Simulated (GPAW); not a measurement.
# Sb (Im-3m) in GPAW: further runs

One crystal, Sb, is run at these levels: LDA, PBE, PBEsol; tasks: single point.

Everything below comes from runs of GPAW 26.7.0. Logs are shortened: lines on timing, memory, paths and dates and some standing lists are left out, and cuts for length are marked. The log counts tension as positive stress, the text compression.

**1. Starting point**

Symmetry: Im-3m, No. 229, cubic system. Conventional cell: a = 3.743 Å, b = 3.743 Å, c = 3.743 Å, α = 90.00°, β = 90.00°, γ = 90.00°. Sb (site symmetry m-3m) has 8 Sb at 3.24 Å as nearest neighbours.

This isn't the form of Sb at room conditions, which is rhombohedral.

**2. Single point, LDA**

run.py

```python
from ase.dft.bandgap import bandgap
from ase.io import read, write
from ase.units import GPa
from gpaw import GPAW, PW

atoms = read('POSCAR')

calc = GPAW(mode=PW(600),
            xc='LDA',
            kpts={'size': (10, 10, 10), 'gamma': True},
            occupations={'name': 'methfessel-paxton', 'order': 0, 'width': 0.1},
            nbands=15,
            convergence={'density': 1e-05, 'energy': 1e-05},
            maxiter=150,
            txt='gpaw.txt')
atoms.calc = calc
energy = atoms.get_potential_energy()
forces = atoms.get_forces()
stress = atoms.get_stress()
calc.write('gs.gpw')
write('result.traj', atoms)
print(f'Energy: {energy:.6f} eV')
print('Forces (eV/A):')
print(forces.round(4))
print('Stress (GPa):', (stress / GPa).round(3))
print('Fermi level:', round(calc.get_fermi_level(), 4), 'eV')
print(f'Gap: {bandgap(calc)[0]:.4f} eV, direct: {bandgap(calc, direct=True)[0]:.4f} eV')
```

POSCAR

```
Sb
1.0
   -1.8713408863      1.8713408863      1.8713408863
    1.8713408863     -1.8713408863      1.8713408863
    1.8713408863      1.8713408863     -1.8713408863
Sb
1
Direct
    0.0000000000      0.0000000000      0.0000000000
```

Potentials or basis: the program's PAW data sets (release 1.2.1) made for this functional, pw.

On the command line:

```bash
$ OMP_NUM_THREADS=1 python run.py
```

gpaw.txt:

```text
__  _  _
 | _ |_)|_||  |
 |__||  | ||/\| - 26.7.0

Input parameters:
  mode=PW(ecut=600.0),
  convergence={'density': 1e-05, 'energy': 1e-05},
  kpts=MonkhorstPack(size=(10, 10, 10), gamma=True),
  maxiter=150,
  nbands=15,
  occupations=Occupations(name='methfessel-paxton', order=0, width=0.1),
  xc=XC(name='LDA')

Diagonalizing LCAO Hamiltonian
Converting LCAO to pw mode

       Sb

Atoms  # Å, Bohr magnetons
|   | symbol |        x |        y |        z |    initial magnetic moments |
|---|--------|----------|----------|----------|-----------------------------|
| 0 |     Sb | 0.000000 | 0.000000 | 0.000000 | ( 0.0000,  0.0000,  0.0000) |

Unit cell  # Å
| periodic |         x |         y |         z |  lengths |     angles |
|----------|-----------|-----------|-----------|----------|------------|
|      yes | -1.871341 |  1.871341 |  1.871341 | 3.241257 | 109.471221 |
|      yes |  1.871341 | -1.871341 |  1.871341 | 3.241257 | 109.471221 |
|      yes |  1.871341 |  1.871341 | -1.871341 | 3.241257 | 109.471221 |

Number of symmetries: 48
Symmetry operations  # r_c * U_cc + t_c -> r_c
|    | kind |            matrix            |
|----|------|------------------------------|
|  0 |  σ   |  1, 1, 1,  0, 0,-1,  0,-1, 0 |
|  1 |  C4  |  1, 1, 1,  0, 0,-1, -1, 0, 0 |
|  2 |  C2  |  1, 1, 1,  0,-1, 0,  0, 0,-1 |
|  3 |  S6  |  1, 1, 1,  0,-1, 0, -1, 0, 0 |
|  4 |  S6  |  1, 1, 1, -1, 0, 0,  0, 0,-1 |
|  5 |  C4  |  1, 1, 1, -1, 0, 0,  0,-1, 0 |
|  6 |  E   |  1, 0, 0,  0, 1, 0,  0, 0, 1 |
|  7 |  σ   |  1, 0, 0,  0, 1, 0, -1,-1,-1 |
|  8 |  σ   |  1, 0, 0,  0, 0, 1,  0, 1, 0 |
|  9 |  C3  |  1, 0, 0,  0, 0, 1, -1,-1,-1 |
| 10 |  C3  |  1, 0, 0, -1,-1,-1,  0, 1, 0 |
| 11 |  σ   |  1, 0, 0, -1,-1,-1,  0, 0, 1 |
| 12 |  σ   |  0, 1, 0,  1, 0, 0,  0, 0, 1 |
| 13 |  C2  |  0, 1, 0,  1, 0, 0, -1,-1,-1 |
| 14 |  C3  |  0, 1, 0,  0, 0, 1,  1, 0, 0 |
| 15 |  S4  |  0, 1, 0,  0, 0, 1, -1,-1,-1 |
| 16 |  S4  |  0, 1, 0, -1,-1,-1,  1, 0, 0 |
| 17 |  C3  |  0, 1, 0, -1,-1,-1,  0, 0, 1 |
| 18 |  C3  |  0, 0, 1,  1, 0, 0,  0, 1, 0 |
| 19 |  S4  |  0, 0, 1,  1, 0, 0, -1,-1,-1 |
| 20 |  σ   |  0, 0, 1,  0, 1, 0,  1, 0, 0 |
| 21 |  C3  |  0, 0, 1,  0, 1, 0, -1,-1,-1 |
| 22 |  C2  |  0, 0, 1, -1,-1,-1,  1, 0, 0 |
| 23 |  S4  |  0, 0, 1, -1,-1,-1,  0, 1, 0 |
| 24 |  C4  |  0, 0,-1,  1, 1, 1,  0,-1, 0 |
| 25 |  σ   |  0, 0,-1,  1, 1, 1, -1, 0, 0 |
| 26 |  S6  |  0, 0,-1,  0,-1, 0,  1, 1, 1 |
| 27 |  C2  |  0, 0,-1,  0,-1, 0, -1, 0, 0 |
| 28 |  C4  |  0, 0,-1, -1, 0, 0,  1, 1, 1 |
| 29 |  S6  |  0, 0,-1, -1, 0, 0,  0,-1, 0 |
| 30 |  S6  |  0,-1, 0,  1, 1, 1,  0, 0,-1 |
| 31 |  C4  |  0,-1, 0,  1, 1, 1, -1, 0, 0 |
| 32 |  C4  |  0,-1, 0,  0, 0,-1,  1, 1, 1 |
| 33 |  S6  |  0,-1, 0,  0, 0,-1, -1, 0, 0 |
| 34 |  σ   |  0,-1, 0, -1, 0, 0,  1, 1, 1 |
| 35 |  C2  |  0,-1, 0, -1, 0, 0,  0, 0,-1 |
| 36 |  C2  | -1, 0, 0,  1, 1, 1,  0, 0,-1 |
| 37 |  S6  | -1, 0, 0,  1, 1, 1,  0,-1, 0 |
| 38 |  S6  | -1, 0, 0,  0, 0,-1,  1, 1, 1 |
| 39 |  C2  | -1, 0, 0,  0, 0,-1,  0,-1, 0 |
| 40 |  C2  | -1, 0, 0,  0,-1, 0,  1, 1, 1 |
| 41 |  i   | -1, 0, 0,  0,-1, 0,  0, 0,-1 |
| 42 |  S4  | -1,-1,-1,  1, 0, 0,  0, 1, 0 |
| 43 |  C3  | -1,-1,-1,  1, 0, 0,  0, 0, 1 |
| 44 |  C3  | -1,-1,-1,  0, 1, 0,  1, 0, 0 |
| 45 |  σ   | -1,-1,-1,  0, 1, 0,  0, 0, 1 |
| 46 |  S4  | -1,-1,-1,  0, 0, 1,  1, 0, 0 |
| 47 |  C2  | -1,-1,-1,  0, 0, 1,  0, 1, 0 |

BZ-sampling:
  Number of BZ points: 1000
  Number of IBZ points: 47

  Monkhorst-Pack size: [10, 10, 10]
  Monkhorst-Pack shift: [0.05, 0.05, 0.05]

K-points  # in reciprocal-cell coordinates
|     |                                coordinates |     weight |
|-----|--------------------------------------------|------------|
|   0 | (  0.00000000,   0.00000000,   0.00000000) | 0.00100000 |
|   1 | (  0.10000000,   0.00000000,   0.00000000) | 0.01200000 |
|   2 | (  0.10000000,   0.10000000,  -0.10000000) | 0.00600000 |
|   3 | (  0.20000000,   0.00000000,  -0.10000000) | 0.02400000 |
|   4 | (  0.20000000,   0.00000000,   0.00000000) | 0.01200000 |
|   5 | (  0.20000000,   0.10000000,  -0.10000000) | 0.02400000 |
|   6 | (  0.20000000,   0.20000000,  -0.20000000) | 0.00600000 |
|   7 | (  0.30000000,  -0.10000000,  -0.10000000) | 0.00800000 |
|   8 | (  0.30000000,   0.00000000,  -0.10000000) | 0.04800000 |
|   9 | (  0.30000000,   0.00000000,   0.00000000) | 0.01200000 |
| ... |                                            |            |
|  46 | (  0.50000000,   0.50000000,   0.50000000) | 0.00100000 |

Plane wave coefficients: 909
Cutoff: 600.0 eV

Spin-components: 1 (collinear spins)
Bands:           15
Projectors:      6
Spin-degeneracy: 2
Datatype:        complex128

Parallelization:
  kpt:    1
  domain: 1
  band:   1

Density:
  Valence electrons: 15.0
  Components: 1
  Grid points: [20 20 20]
  Charge: 0.0  # |e|

Potential:
  Grid points: [20 20 20]

species:
  Sb:
    name:    Antimony
    Z:       51.0
    valence: 15
    core:    36
    charge:  0.0  # [|e|]
    compensation charges:
      type: gauss
      rc: 0.36  # [Å]
      lmax: 2
    cutoffs:
      filter: 2.23  # [Å]
      core: 2.23  # [Å]
    projectors
    | kind |    occ | energy [eV] | rcut [Å] |
    |------|--------|-------------|----------|
    |   5s |  2.000 |     -13.069 |    1.154 |
    |   5p |  3.000 |      -4.994 |    1.233 |
    |   4d | 10.000 |     -33.564 |    1.196 |
    |    s |        |      14.142 |    1.154 |
    |    p |        |      22.217 |    1.233 |
    |    d |        |      -6.353 |    1.196 |

    Using partial waves for Sb as LCAO basis

Reference energy: -176132.436306  # eV

eigensolver:
  PPCG
  Converge bands: occupied
  niter=2

density mixing:
  MSR1-Mixer
  Pratt-step length: 0.05
  Maximum mixing coefficient: 0.75
  Old densities: 10
  SVD Regularization: 0.005
  Good broyden scale: 1.0
  Trust region scale: 1.0
  Backstep threshold: 4.0
  History deletion threshold: 6.0
  Fourier metric: weight=20.0, sigma=0.015

occupation numbers:
  Methfessel-Paxton:
    width: 0.1000  # eV
    order: 0

poisson solver:
  ecut: 4800.0  # eV

xc functional:
  name: None

convergence criteria:
- Maximum integral of absolute [dens]ity change: 1e-05 electrons / valence electron
- Maximum [total energy] change in last 3 cyles: 1e-05 eV / valence electron
- Maximum integral of absolute [eigenst]ate change: 4e-08 eV^2 / valence electron
maximum number of iterations: 150

SCF iterations
|iter     | |      energy | eigst |  dens |
|---------|-|-------------|-------|-------|
|iter:   1| |   -4.903941 | +0.21 |       |
|iter:   2| |   -4.905370 | -2.12 | -1.86 |
|iter:   3| |   -4.898361 | -2.90 | -1.88 |
|iter:   4| |   -4.898451 | -4.56 | -2.47 |
|iter:   5| |   -4.898471c| -5.40 | -3.00 |
|iter:   6| |   -4.898471c| -7.11 | -3.93 |
|iter:   7| |   -4.898471c| -8.43c| -4.71 |
|iter:   8| |   -4.898471c| -7.96c| -5.13c|

Converged in 8 steps
Energy contributions relative to reference atoms: (reference = -176132.436306)

Energy contributions:
  Kinetic:          -1.143913
  Coulomb:           0.757281
  Zero:              0.180812
  External:          0.000000
  Xc:               -4.689668
  Entropy:          -0.005968
  Spinorbit:         0.000000
  ----------------------------
  Free energy:      -4.901455
  Extrapolated:     -4.898471

dipole moment: (-6.815304, -6.815304, -6.815304)  # |e|*Ang

Fermi level: 8.064
Eigenvalues  # (at kpt = [0.000, 0.000, 0.000])
| band index |      eig [eV] | occ [0-2] |
|------------|---------------|-----------|
|          0 |       -21.024 |     2.000 |
|          1 |       -21.024 |     2.000 |
|          2 |       -21.024 |     2.000 |
|          3 |       -20.945 |     2.000 |
|          4 |       -20.945 |     2.000 |
|          5 |        -4.985 |     2.000 |
|          6 |        13.656 |     0.000 |
|          7 |        13.656 |     0.000 |
|          8 |        13.656 |     0.000 |
|          9 |        19.568 |     0.000 |
|         10 |        19.568 |     0.000 |
|         11 |        19.568 |     0.000 |
|         12 |        20.081 |     0.000 |
|         13 |        20.081 |     0.000 |
|         14 |        20.081 |     0.000 |

No gap
No difference between direct/indirect transitions

Forces  # eV/Ang
|       x |        y |       z |
|---------|----------|---------|
| 0.00000 | -0.00000 | 0.00000 |  # Sb   0

Stress tensor  # eV/Ang^3
|        x |         y |         z |
|----------|-----------|-----------|
| 0.009914 |  0.000000 |  0.000000 |
| 0.000000 |  0.009914 | -0.000000 |
| 0.000000 | -0.000000 |  0.009914 |

# Writing to gs.gpw (mode='')
```

Run time: 7.2 s. Hardware: 1 thread of Arm Neoverse V2, shared host; peak memory 0.14 GiB.

Results:

```
Free energy            : -4.9015 eV
Pressure               : -1.6 GPa
Band gap on the k mesh : none (metal or under the smearing width)
```

Spin-orbit coupling is left out, which matters for the levels of Sb.

**3. Single point, PBE**

Edit run.py of step 2 so:

```diff
@@ -5,6 +5,6 @@
 
-atoms = read('POSCAR')
+atoms = read('Sb.xyz')
 
 calc = GPAW(mode=PW(600),
-            xc='LDA',
+            xc='PBE',
             kpts={'size': (10, 10, 10), 'gamma': True},
```

Sb.xyz

```xyz
1
Lattice="-1.8713408863 1.8713408863 1.8713408863 1.8713408863 -1.8713408863 1.8713408863 1.8713408863 1.8713408863 -1.8713408863" Properties=species:S:1:pos:R:3 pbc="T T T"
Sb     0.0000000000      0.0000000000      0.0000000000
```

Potentials or basis: GPAW PAW data sets (gpaw-data 1.2.1), pw.

On the command line:

```bash
$ OMP_NUM_THREADS=1 python run.py
```

It took 7.4 s on 1 thread of Arm Neoverse V2, shared host; peak memory 0.14 GiB.

It converged, with:

```
Free energy            : -4.1569 eV
Pressure               : 2.8 GPa
Band gap on the k mesh : none (metal or under the smearing width)
```

Levels at points of the mesh, in eV from the Fermi level:
```csv
k point,band 5,band 6,band 7,band 8,band 9,band 10,band 11
"(0.00, 0.00, 0.00)",-29.18,-13.02,5.70,5.70,5.70,11.39,11.39
"(0.50, 0.50, 0.00)",-29.13,-8.81,-5.74,1.75,3.84,6.63,7.16
"(0.50, 0.50, 0.50)",-29.14,-5.44,-2.05,-2.05,-2.05,2.95,2.95
```

Spin-orbit coupling is left out, which matters for the levels of Sb.

**4. Single point, PBEsol**

Edit run.py of step 3 so:

```diff
@@ -3,10 +3,12 @@
 from ase.units import GPa
-from gpaw import GPAW, PW
+from gpaw import GPAW, PW, setup_paths
 
-atoms = read('Sb.xyz')
+setup_paths.insert(0, '.')
+
+atoms = read('POSCAR')
 
 calc = GPAW(mode=PW(600),
-            xc='PBE',
+            xc='PBEsol',
             kpts={'size': (10, 10, 10), 'gamma': True},
-            occupations={'name': 'methfessel-paxton', 'order': 0, 'width': 0.1},
+            occupations={'name': 'methfessel-paxton', 'order': 0, 'width': 0.02},
             nbands=15,
```

POSCAR is that of step 2.

Potentials or basis: PAW data sets generated in the run's folder for this functional, pw.

On the command line:

```bash
$ gpaw-setup -f PBEsol Sb
$ OMP_NUM_THREADS=1 python run.py
```

Wall time 9 s (1 thread of Arm Neoverse V2, shared host); peak memory 0.14 GiB.

Results (log left out):

| Item | Value |
| --- | --- |
| Free energy | -4.6413 eV |
| Pressure | -0.4 GPa |
| Band gap on the k mesh | none (metal or under the smearing width) |

Levels at points of the mesh, in eV from the Fermi level:
| k point | band 6 | band 7 | band 8 | band 9 | band 10 | band 11 |
| --- | --- | --- | --- | --- | --- | --- |
| (0.00, 0.00, 0.00) | -13.02 | 5.70 | 5.70 | 5.70 | 11.43 | 11.43 |
| (0.50, 0.50, 0.00) | -8.82 | -5.73 | 1.77 | 3.83 | 6.63 | 7.19 |
| (0.50, 0.50, 0.50) | -5.45 | -2.03 | -2.03 | -2.03 | 2.95 | 2.95 |

**5. The runs side by side**

| level | potentials or basis | smearing | gap on the mesh (eV) | pressure (GPa) |
| --- | --- | --- | --- | --- |
| LDA | the program's PAW data sets (release 1.2.1) made for this functional, pw | gaussian 0.1 eV | none | -1.6 |
| PBE | GPAW PAW data sets (gpaw-data 1.2.1), pw | gaussian 0.1 eV | none | 2.8 |
| PBEsol | PAW data sets generated in the run's folder for this functional, pw | gaussian 0.02 eV | none | -0.4 |

Alike in all rows: task single point; no spin polarisation; cell as given; k mesh 10 × 10 × 10; cutoff (eV) 600.

Total energies depend on the potentials used, so only differences within one code and one set of settings carry meaning.
